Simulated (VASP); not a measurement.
# TaS2 (P-3m1) in VASP: notebook

The runs below take TaS2 through single point, with r2SCAN.

All numbers are computed with VASP 6.6.1; they aren't measurements. Logs are shortened: lines on timing, memory, paths and dates and some standing lists are left out, and cuts for length are marked.

**1. The crystal as given**

It takes space group P-3m1 (No. 164, trigonal). Conventional cell: a = 3.350 Å, b = 3.350 Å, c = 5.860 Å, α = 90.00°, β = 90.00°, γ = 120.00°. Ta (site symmetry -3m) is surrounded by 6 S at 2.43 Å. Around S (site symmetry 3m) lie 3 Ta at 2.43 Å.

**2. Single point, r2SCAN, collinear spin, zero start**

INCAR reads:

```
  PREC = Accurate
  ENCUT = 520
  EDIFF = 1E-6
  ISMEAR = 0
  SIGMA = 0.05
  LREAL = False
  LASPH = True
  NELM = 100
  ALGO = Normal
  ISIF = 2
  LWAVE = False
  LCHARG = False
  ISPIN = 2
  MAGMOM = 0 0 0
  LORBIT = 11
  LMAXMIX = 4
  METAGGA = R2SCAN
  LMIXTAU = True
  NBANDS = 22
```

KPOINTS reads:

```
Automatic mesh
0
Gamma
  7 7 3
```

POSCAR reads:

```
TaS2
1.0
    3.3500014000      0.0000000000      0.0000000000
   -1.6750007000      2.9011863100      0.0000000000
    0.0000000000      0.0000000000      5.8599987400
Ta S
1 2
Direct
    0.0000000000      0.0000000000      0.0000000000
    0.3333333333      0.6666666667      0.2500000000
    0.6666666667      0.3333333333      0.7500000000
```

Potentials or basis: VASP PAW PBE potentials, release 64 (Ta_pv, S).

Command:

```sh
$ cat potpaw_PBE.64/Ta_pv/POTCAR potpaw_PBE.64/S/POTCAR > POTCAR
$ mpirun -np 1 vasp_std > vasp.out
```

OUTCAR:

```text
PREC = Accurate
   ENCUT = 520
   EDIFF = 1E-6
   ISMEAR = 0
   LREAL = False
   LASPH = True
   NELM = 100
   ISIF = 2
   ISPIN = 2
   LORBIT = 11
   METAGGA = R2SCAN

 ion  position               nearest neighbor table
   1  0.000  0.000  0.000-   2 2.43   3 2.43   3 2.43   2 2.43   3 2.43   2 2.43
   2  0.333  0.667  0.250-   1 2.43   1 2.43   1 2.43
   3  0.667  0.333  0.750-   1 2.43   1 2.43   1 2.43

  LATTYP: Found a hexagonal cell.
 ALAT       =     3.3500014000
 C/A-ratio  =     1.7492526242

  Lattice vectors:

 A1 = (   3.3500014000,   0.0000000000,   0.0000000000)
 A2 = (  -1.6750007000,   2.9011863100,   0.0000000000)
 A3 = (   0.0000000000,   0.0000000000,   5.8599987400)

Analysis of symmetry for initial positions (statically):
=====================================================================
 Subroutine PRICEL returns:
 Original cell was already a primitive cell.

 Routine SETGRP: Setting up the symmetry group for a
 hexagonal supercell.

 Subroutine GETGRP returns: Found 12 space group operations
 (whereof 12 operations were pure point group operations)
 out of a pool of 24 trial point group operations.

The static configuration has the point symmetry D_3d.

Analysis of symmetry for dynamics (positions and initial velocities):
=====================================================================
 Subroutine PRICEL returns:
 Original cell was already a primitive cell.

 Routine SETGRP: Setting up the symmetry group for a
 hexagonal supercell.

 Subroutine GETGRP returns: Found 12 space group operations
 (whereof 12 operations were pure point group operations)
 out of a pool of 24 trial point group operations.

The dynamic configuration has the point symmetry D_3d.

Analysis of structural, dynamic, and magnetic symmetry:
=====================================================================
 Subroutine PRICEL returns:
 Original cell was already a primitive cell.

 Routine SETGRP: Setting up the symmetry group for a
 hexagonal supercell.

 Subroutine GETGRP returns: Found 12 space group operations
 (whereof 12 operations were pure point group operations)
 out of a pool of 24 trial point group operations.

The overall configuration has the point symmetry D_3d.

 Subroutine INISYM returns: Found 12 space group operations
 (whereof 12 operations are pure point group operations),
 and found     1 'primitive' translations

----------------------------------------------------------------------------------------

                                     Primitive cell

  volume of cell :      56.9532

  direct lattice vectors                    reciprocal lattice vectors
     3.350001400  0.000000000  0.000000000     0.298507338  0.172343292  0.000000000
    -1.675000700  2.901186310  0.000000000     0.000000000  0.344686584  0.000000000
     0.000000000  0.000000000  5.859998740     0.000000000  0.000000000  0.170648501

  length of vectors
     3.350001400  3.350001396  5.859998740     0.344686584  0.344686584  0.170648501

  position of ions in fractional coordinates (direct lattice)
     0.000000000  0.000000000  0.000000000
     0.333333333  0.666666667  0.250000000
     0.666666667  0.333333333  0.750000000

  ion indices of the primitive-cell ions
   primitive index   ion index
                 1           1
                 2           2
                 3           3

----------------------------------------------------------------------------------------

 KPOINTS: Automatic mesh

Automatic generation of k-mesh.
 Grid dimensions read from file:
 generate k-points for:    7    7    3

 Generating k-lattice:

  Cartesian coordinates                     Fractional coordinates (reciprocal lattice)
     0.042643905  0.024620470  0.000000000     0.142857143  0.000000000  0.000000000
     0.000000000  0.049240941  0.000000000     0.000000000  0.142857143  0.000000000
     0.000000000  0.000000000  0.056882834     0.000000000  0.000000000  0.333333333

  Length of vectors
     0.049240941  0.049240941  0.056882834

  Shift w.r.t. Gamma in fractional coordinates (k-lattice)
     0.000000000  0.000000000  0.000000000

 Subroutine IBZKPT returns following result:
 ===========================================

 Found     20 irreducible k-points:

 Following reciprocal coordinates:
            Coordinates               Weight
  0.000000  0.000000  0.000000      1.000000
  0.142857  0.000000  0.000000      6.000000
  0.285714 -0.000000  0.000000      6.000000
  0.428571  0.000000  0.000000      6.000000
  0.142857  0.142857  0.000000      6.000000
  0.285714  0.142857  0.000000     12.000000
[... 12 lines left out ...]
  0.428571  0.142857  0.333333     12.000000
  0.285714  0.285714  0.333333     12.000000
   k-points           NKPTS =     20   k-points in BZ     NKDIM =     20   number of bands    NBANDS=     22
   number of dos      NEDOS =    301   number of ions     NIONS =      3
   total plane-waves  NPLWV =  37632
   dimension x,y,z NGX =    28 NGY =   28 NGZ =   48
   dimension x,y,z NGXF=    56 NGYF=   56 NGZF=   96
   ions per type =               1   2
   NGX,Y,Z   is equivalent  to a cutoff of  13.90, 13.90, 13.62 a.u.
   NGXF,Y,Z  is equivalent  to a cutoff of  27.79, 27.79, 27.23 a.u.
 SYSTEM =  unknown system
   PREC   = accura    normal or accurate (medium, high low for compatibility)
   ISTART =      0    job   : 0-new  1-cont  2-samecut
   ICHARG =      2    charge: 1-file 2-atom 10-const
   ISPIN  =      2    spin polarized calculation?
   LNONCOLLINEAR =      F non collinear calculations
   LSORBIT =      F    spin-orbit coupling
   LASPH  =      T    aspherical Exc in radial PAW
   ENCUT  =  520.0 eV  38.22 Ry    6.18 a.u.   6.23  6.23 10.90*2*pi/ulx,y,z
   NELM   =    100;   NELMIN=  2; NELMDL= -5     # of ELM steps
   EDIFF  = 0.1E-05   stopping-criterion for ELM
   LREAL  =      F    real-space projection
   EDIFFG = 0.1E-04   stopping-criterion for IOM
   NSW    =      0    number of steps for IOM
   IBRION =     -1    ionic relax: 0-MD 1-quasi-New 2-CG
   NFREE  =      0    steps in history (QN), initial steepest desc. (CG)
   ISIF   =      2    stress and relaxation
   ISYM   =      2    0-nonsym 1-usesym 2-fastsym
   POTIM  = 0.5000    time-step for ionic-motion
   TEBEG  =    0.0;   TEEND  =   0.0 temperature during run
   PSTRESS=    0.0 pullay stress
   NELECT =      23.0000    total number of electrons
   NUPDOWN=      -1.0000    fix difference up-down
   EMIN   =  10.00;   EMAX   =-10.00  energy-range for DOS
   EFERMI =   0.00;   METHOD = LEGACY
   ISMEAR =     0;   SIGMA  =   0.05  broadening in eV -4-tet -1-fermi 0-gaus
   EFERMI_NEDOS =   21; number of points for ismear=-14 and -15
   IALGO  =     38    algorithm
   IMIX   =      4    mixing-type and parameters
     AMIX     =   0.40;   BMIX     =  1.00
     AMIX_MAG =   1.60;   BMIX_MAG =  1.00
  volume/ion in A,a.u.               =      18.98       128.11
  Fermi-wavevector in a.u.,A,eV,Ry     =   1.210073  2.286705 19.922678  1.464276
  Thomas-Fermi vector in A             =   2.345630
   LORBIT       =     11    0 simple, 1 ext, 2 COOP (PROOUT), +10 PAW based schemes
   METAGGA = R2SCAN    functional components
   LHFCALC =     F    Hartree Fock is set to
   AEXX    =    0.0000 exact exchange contribution
   IVDW    =     0    specifies the selected vdW correction
   LEPSILON=     F    determine dielectric tensor
   LRPA    =     F    only Hartree local field effects (RPA)
 spin polarized calculation
 Gauss-broadening in eV      SIGMA  =   0.05
  energy-cutoff  :      520.00
  volume of cell :       56.95
 maximum number of plane-waves:      1569
 NGX is ok and might be reduce to    28
   NGX = 13   NGY = 13   NGZ = 21

 number of electron      22.9999999 magnetization      -0.0001764

 number of electron      22.9999999 magnetization       0.0017141

 Free energy of the ion-electron system (eV)
  ---------------------------------------------------
  ext. energy  EPLUGINS =         0.00000000
  ---------------------------------------------------
  free energy    TOTEN  =       -68.01324581 eV

  energy without entropy =      -68.01071680  energy(sigma->0) =      -68.01198130

 E-fermi :   5.6962     XC(G=0): -11.1645

 val. band max:        5.6879584482   @ k =   0.0000   0.0000   0.0000
 cond. band min:       5.6995603522   @ k =   0.0000   0.1429   0.3333
 fundamental gap:      0.0116019040
 Fermi energy:         5.6961816596

 spin component 1

 k-point     1 :       0.0000    0.0000    0.0000
  band No.  band energies     occupation
      1     -30.9909      1.00000
      2     -30.9584      1.00000
      3     -30.9584      1.00000
      4     -10.3292      1.00000
      5      -8.1755      1.00000
      6      -1.7011      1.00000
[... 14 lines left out ...]
     21      15.7941      0.00000
     22      17.8267      0.00000
[... 451 lines left out ...]
 k-point    20 :       0.2857    0.2857    0.3333
  band No.  band energies     occupation
      1     -31.2094      1.00000
      2     -31.1280      1.00000
      3     -30.9209      1.00000
      4      -8.2333      1.00000
      5      -8.0415      1.00000
      6      -0.7324      1.00000
[... 14 lines left out ...]
     21      15.8035      0.00000
     22      16.6498      0.00000
 Fermi energy:         5.6961816596

 spin component 2

 k-point     1 :       0.0000    0.0000    0.0000
  band No.  band energies     occupation
      1     -30.9898      1.00000
      2     -30.9574      1.00000
      3     -30.9573      1.00000
      4     -10.3290      1.00000
      5      -8.1755      1.00000
      6      -1.7008      1.00000
[... 14 lines left out ...]
     21      15.7944      0.00000
     22      17.8269      0.00000
[... 452 lines left out ...]
  band No.  band energies     occupation
      1     -31.2084      1.00000
      2     -31.1269      1.00000
      3     -30.9197      1.00000
      4      -8.2333      1.00000
      5      -8.0414      1.00000
      6      -0.7318      1.00000
[... 14 lines left out ...]
     21      15.8039      0.00000
     22      16.6503      0.00000

------------------------ aborting loop because EDIFF is reached ----------------------------------------

  FORCE on cell =-STRESS in cart. coord.  units (eV):
  Direction    XX          YY          ZZ          XY          YZ          ZX
  --------------------------------------------------------------------------------------
  -------------------------------------------------------------------------------------
  Total        2.5297568      2.5297568      3.2688920      0.0000000      0.0000000      0.0000000
  in kB       71.1657810     71.1657808     91.9587431      0.0000000      0.0000000      0.0000000
  external PRESSURE =      78.0967683 kB  Pullay stress =       0.0000000 kB

 VOLUME and BASIS-vectors are now :
 -----------------------------------------------------------------------------
  energy-cutoff  :      520.00
  volume of cell :       56.95
      direct lattice vectors                 reciprocal lattice vectors
     3.350001400  0.000000000  0.000000000     0.298507338  0.172343292  0.000000000
    -1.675000700  2.901186310  0.000000000     0.000000000  0.344686584  0.000000000
     0.000000000  0.000000000  5.859998740     0.000000000  0.000000000  0.170648501

 POSITION                                       TOTAL-FORCE (eV/Angst)
 -----------------------------------------------------------------------------------
      0.00000      0.00000      0.00000        -0.000000      0.000000      0.000000
     -0.00000      1.93412      1.46500        -0.000000      0.000000      0.989781
      1.67500      0.96706      4.39500         0.000000     -0.000000     -0.989781
 -----------------------------------------------------------------------------------
    total drift:                               -0.000000     -0.000000     -0.000000

  FREE ENERGIE OF THE ION-ELECTRON SYSTEM (eV)
  ---------------------------------------------------
  free  energy   TOTEN  =       -68.0132458085 eV

  energy  without entropy=      -68.0107167990  energy(sigma->0) =      -68.01198130

 total charge

# of ion       s       p       d       tot
------------------------------------------
    1        0.326   6.241   2.323   8.889
    2        1.343   2.440   0.000   3.783
    3        1.343   2.440   0.000   3.783
--------------------------------------------------
tot          3.012  11.121   2.323  16.456

 magnetization (x)

# of ion       s       p       d       tot
------------------------------------------
    1        0.000   0.000   0.002   0.002
    2        0.000  -0.000   0.000  -0.000
    3        0.000  -0.000   0.000  -0.000
--------------------------------------------------
tot          0.000  -0.000   0.002   0.002
```

Run time: 3.5 min. Hardware: 1 thread of Intel Xeon Platinum 8259CL at 2.50GHz (Skylake/Cascade Lake), shared host; peak memory 0.25 GiB.

What came out:

```
Free energy                                           : -68.0132 eV
Pressure                                              : 7.8 GPa
Largest force                                         : 0.990 eV/Å
Band gap on the k mesh                                : none (metal or under the smearing width)
Net moment                                            : 0.00 μB per cell
Valence electrons inside the program's atomic spheres : Ta 8.89; S 3.78
```

Forces in eV/Å, atoms in the order of the input:
```
Ta   0.000  0.000  0.000
S    0.000  0.000  0.990
S    0.000  0.000 -0.990
```

Stress tensor (GPa, compression positive):
```
7.12 0.00 0.00
0.00 7.12 0.00
0.00 0.00 9.20
```

Levels at points of the mesh, in eV from the Fermi level:
Spin up:
```
           k point  band 10  band 11  band 12  band 13  band 14  band 15
(0.00, 0.00, 0.00)    -1.05    -1.05    -0.01    -0.01     0.30     4.15
```
Spin down:
| k point | band 10 | band 11 | band 12 | band 13 | band 14 | band 15 |
| --- | --- | --- | --- | --- | --- | --- |
| (0.00, 0.00, 0.00) | -1.05 | -1.05 | -0.01 | -0.01 | 0.30 | 4.15 |

Caveat: the PAW data sets were made with another functional, which shifts forces and pressure a little. Spin-orbit coupling is left out, which matters for the levels of Ta.

**3. Single point, r2SCAN, collinear spin, random start**

INCAR reads:

```
PREC = Accurate ; ENCUT = 520
EDIFF = 1E-6 ; ISMEAR = 0
SIGMA = 0.05 ; LREAL = F
LASPH = T ; NELM = 80
ALGO = Normal ; ISIF = 2
LWAVE = F ; LCHARG = T
ISPIN = 2 ; MAGMOM = 0.48 0 0
LORBIT = 11 ; LMAXMIX = 4
METAGGA = R2SCAN ; LMIXTAU = T
LELF = T ; LVHAR = T
```

KPOINTS reads:

```
regular mesh
0
Gamma
  7 7 3
```

POSCAR is that of step 2.

Potentials or basis: VASP PAW PBE potentials, release 64 (Ta_pv, S).

Command:

```sh
$ cat potpaw_PBE.64/Ta_pv/POTCAR potpaw_PBE.64/S/POTCAR > POTCAR
$ mpirun -np 1 vasp_std > vasp.out
```

It took 2.4 min on 1 thread of Intel Xeon Platinum 8259CL at 2.50GHz (Skylake/Cascade Lake), shared host; peak memory 0.24 GiB.

It converged, with:

* Free energy: -68.0135 eV
* Pressure: 7.9 GPa
* Largest force: 0.998 eV/Å
* Band gap on the k mesh: none (metal or under the smearing width)
* Net moment: 0.10 μB per cell
* Site moments: Ta +0.08; S -0.00 μB
* Valence electrons inside the program's atomic spheres: Ta 8.89; S 3.78

Forces on the atoms (eV/Å):
```
Ta   0.000  0.000  0.000
S    0.000  0.000  0.998
S    0.000  0.000 -0.998
```

Stress tensor (GPa, compression positive):
```
7.16 0.00 0.00
0.00 7.16 0.00
0.00 0.00 9.26
```

Levels at points of the mesh, in eV from the Fermi level:
Spin up:
| k point | band 9 | band 10 | band 11 | band 12 | band 13 | band 14 | band 15 |
| --- | --- | --- | --- | --- | --- | --- | --- |
| (0.00, 0.00, 0.00) | -1.62 | -1.05 | -1.05 | -0.09 | -0.09 | 0.26 | 4.15 |
Spin down:
```
           k point  band 8  band 9  band 10  band 11  band 12  band 13  band 14  band 15
(0.00, 0.00, 0.00)   -4.65   -1.62    -1.06    -1.06     0.06     0.06     0.32     4.16
```

Caveat: the PAW data sets were made with another functional, which shifts forces and pressure a little.
